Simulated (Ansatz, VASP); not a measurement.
# One calculation of GaN, two programs

File INCAR:

```
SYSTEM = GaN
PREC = Accurate ; ENCUT = 520
EDIFF = 1E-6 ; ISMEAR = -1
SIGMA = 0.05 ; LREAL = .FALSE.
LASPH = .TRUE. ; NELM = 60
ALGO = Normal ; ISIF = 2
LWAVE = .FALSE. ; LCHARG = .FALSE.
GGA = RE ; IVDW = 12
NBANDS = 26
```

Contents of KPOINTS:

```
regular mesh
0
G
  10 10 5
  0 0 0
```

POSCAR

```
GaN
1.0
    3.2423687753      0.0000000000      0.0000000000
   -1.6211843877      2.8079737278      0.0000000000
    0.0000000000      0.0000000000      5.2673198406
Ga N
2 2
Direct
    0.6666666667      0.3333333333      0.5000000000
    0.3333333333      0.6666666667      0.0000000000
    0.6666666667      0.3333333333      0.8750000000
    0.3333333333      0.6666666667      0.3750000000
```

Contents of input.yaml:

```yaml
crystal:
  lattice:
    - [3.2423687753, 0.0, 0.0]
    - [-1.6211843877, 2.8079737278, 0.0]
    - [0.0, 0.0, 5.2673198406]
  atoms:
    - { symbol: Ga, position: [0.6666666667, 0.3333333333, 0.5] }
    - { symbol: Ga, position: [0.3333333333, 0.6666666667, 0.0] }
    - { symbol: "N", position: [0.6666666667, 0.3333333333, 0.875] }
    - { symbol: "N", position: [0.3333333333, 0.6666666667, 0.375] }
hamiltonian:
  xc: revpbe
  pseudopotentials: { kind: paw }
  dispersion: d3bj
kpoints:
  mp_grid: { grid: [10, 10, 5] }
scf:
  occupations: { method: fermi_dirac, width: 0.05 }
output:
  forces: true
  stress: true
  eigenvalues: true
```

Alike in both runs: task single point; functional revPBE; dispersion D3(BJ); k mesh 10 × 10 × 5; occupations fermi-dirac, width 0.05 eV; no spin polarisation.

|  | VASP | Ansatz |
| --- | --- | --- |
| version | VASP 6.6.1 | Ansatz 0.2.0 |
| potentials or method | VASP PAW PBE potentials, release 64 (Ga_d, N) | Ansatz PAW |
| plane-wave cutoff (eV) | 520 | 420 |
| valence electrons in the cell | 36 | 36 |

VASP gave:

```
gap on the k mesh at the Fermi level (eV)       : 1.62
least direct gap on the mesh (eV)               : 1.62
pressure (GPa)                                  : -7.0
largest component of the traceless stress (GPa) : 1.22
rms of the force components (eV/Å)              : 0.067
dispersion energy (meV/atom)                    : -466.0
```

**Question.** What did Ansatz give for the same quantities?

**Answer.** gap on the k mesh at the Fermi level (eV): 1.61; least direct gap on the mesh (eV): 1.61; pressure (GPa): -7.1; largest component of the traceless stress (GPa): 1.21; rms of the force components (eV/Å): 0.069; dispersion energy (meV/atom): -466.1.

Atom by atom the forces differ by 0.001 eV/Å (rms over components).

Caveats: the PAW data sets were made with another functional, which shifts forces and pressure a little (VASP); odd divisions of the mesh miss points on the zone boundary, where band edges often lie, so the gap on the mesh can be too wide (Ansatz); the pressure holds a Pulay correction of +0.4 GPa for the finite cutoff (Ansatz); the PAW data sets come from PBE, with cores solved anew for the run's functional, which leaves a small shift of forces and pressure (Ansatz). Expect the measured gap to be larger: semilocal functionals such as revPBE lack the derivative discontinuity.
